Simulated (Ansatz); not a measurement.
# SiS2: the cost of one run

Program: Ansatz 0.2.0. Level of theory: DFT PBE, scalar-relativistic, plane waves, PAW. These are calculated values, not measurements.

1 further run of the same task is left out (set aside as unsound or not needed).

## Step 1: Starting point

Symmetry: Ibam, No. 72, orthorhombic system. Conventional cell: a = 6.394 Å, b = 11.002 Å, c = 5.594 Å, α = 90.00°, β = 90.00°, γ = 90.00°. Around Si (site symmetry 222) lie 4 S at 2.15 Å. S (site symmetry m) has 2 Si at 2.15 Å as nearest neighbours.

Coordinates:

```cif
data_structure
_symmetry_space_group_name_H-M 'P 1'
_symmetry_Int_Tables_number 1
_cell_length_a 6.9503
_cell_length_b 6.9503
_cell_length_c 6.9503
_cell_angle_alpha 125.225
_cell_angle_beta 75.351
_cell_angle_gamma 132.540
_cell_volume 196.77
loop_
_atom_site_label
_atom_site_type_symbol
_atom_site_fract_x
_atom_site_fract_y
_atom_site_fract_z
_atom_site_occupancy
Si1 Si 0.75000 0.75000 0.00000 1
Si2 Si 0.25000 0.25000 0.00000 1
S1 S 0.89527 0.81938 0.71466 1
S2 S 0.10473 0.18062 0.28534 1
S3 S 0.39527 0.68062 0.07589 1
S4 S 0.60473 0.31938 0.92411 1
```

It is the end of an earlier relaxation with the same method, from a generated guess; it is a trial structure. At a tolerance of 0.02 Å it has space group Ibam (No. 72); it has 32.80 Å³/atom, an uncorrected energy of -0.68 eV/atom over the elements.

## Step 2: Bands, states and charges

The input, input.yaml:

```yaml
crystal:
  lattice:
    - [-3.1971844799, 5.5010649186, 2.7970102358]
    - [3.1971844799, -5.5010649186, 2.7970102358]
    - [3.1971844799, 5.5010649186, -2.7970102358]
  atoms:
    - { symbol: Si, position: [0.75, 0.75, 0.0] }
    - { symbol: Si, position: [0.25, 0.25, 0.0] }
    - { symbol: S, position: [0.8952737412, 0.8193816159, 0.7146553572] }
    - { symbol: S, position: [0.1047262588, 0.1806183841, 0.2853446428] }
    - { symbol: S, position: [0.3952737412, 0.6806183841, 0.0758921253] }
    - { symbol: S, position: [0.6047262588, 0.3193816159, 0.9241078747] }
basis:
  ecutwfc: 420
kpoints:
  mp_grid: { grid: [6, 6, 6] }
  band_path:
    path:
      - [[0.0, 0.0, 0.0], [0.5, -0.5, 0.5], [0.33444654, -0.33444654, 0.66555346]]
      - [[-0.33444654, 0.33444654, 0.33444654], [0.0, 0.0, 0.0], [0.31463006, 0.31463006, -0.31463006]]
      - [[0.68536994, -0.31463006, 0.31463006], [0.5, -0.5, 0.5]]
      - [[0.0, 0.0, 0.0], [0.0, 0.5, 0.0], [0.25, 0.25, 0.25], [0.5, 0.0, 0.0], [0.0, 0.0, 0.0], [0.0, 0.0, 0.5], [0.25, 0.25, 0.25]]
    npoints: 14
hamiltonian:
  xc: pbe
scf:
  occupations: { method: gaussian, width: 0.02 }
  n_extra_bands: 15
output:
  forces: true
  stress: true
  eigenvalues: true
  populations: true
  dos: { projected: true, de: 0.02, nscf_kmesh: { grid: [9, 9, 9] } }
  bader: true
  write_density: true
  write_potential: true
  elf: true
  volumetric_format: npy
```

Run with:

```bash
> ansatz run input.yaml --threads 1 --pin off --max-ram 2560MiB --backend cpu --events-out ev --progress --plain --runs-dir out
```

What time and memory should one allow on 1 thread of Arm Neoverse V1, shared host?

About 2 min, with a peak of 0.77 GiB.
